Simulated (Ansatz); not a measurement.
TiAl under changes of volume

One of the cells (16.653 Å³/atom); the others are scaled copies at fixed shape and fractional positions:

```
Ti Al
1.0
     2.86726    0.00000    0.00000
    -1.43363    2.48312    0.00000
     0.00000    0.00000    4.67808
Ti Al
1 1
Direct
  0.00000 0.00000 0.00000
  0.33333 0.66667 0.50000
```

The cell comes from a database or a generator and needn't be the stable form of this composition.

```yaml
Program: Ansatz 0.2.0
Functional: HSE06
Potentials_or_basis: Ansatz PAW
Cutoff: "420 eV (not typed: the program's choice for these potentials)"
k_mesh: 6 × 6 × 4
Occupations: fermi-dirac, width 0.05 eV
Spin: no spin polarisation
```

| volume (Å³/atom) | energy over the lowest point (meV/atom) | pressure (GPa) |
| --- | --- | --- |
| 15.654 | 15.91 | 6.6 |
| 15.987 | 5.14 | 3.8 |
| 16.320 | 0.00 | 1.2 |
| 16.653 | 0.02 | -1.2 |
| 16.986 | 4.72 | -3.3 |
| 17.320 | 13.67 | -5.3 |
| 17.653 | ? | ? |

**Question.** What does the run at 17.653 Å³/atom give?

**Answer.** Energy over the lowest point 26.48 meV/atom; pressure -7.0 GPa.

Worked out: A Birch-Murnaghan fit of order 3 (a polynomial in V^(-2/3)) to the other rows has its minimum at 16.48 Å³/atom with B0 = V·E''(V) = 117 GPa and B' = 3.7 at fixed shape and positions, which overstates the stiffness. It gives 26.47 meV/atom at 17.653 Å³/atom, against the run's 26.48, and -dE/dV = -7.0 GPa, against -7.0.

Energies are extrapolated to zero smearing.

Caveats: all runs use coarse meshes; the PAW data sets come from PBE, with cores solved anew for the run's functional, which leaves a small shift of forces and pressure; the thresholds are loose for stress.
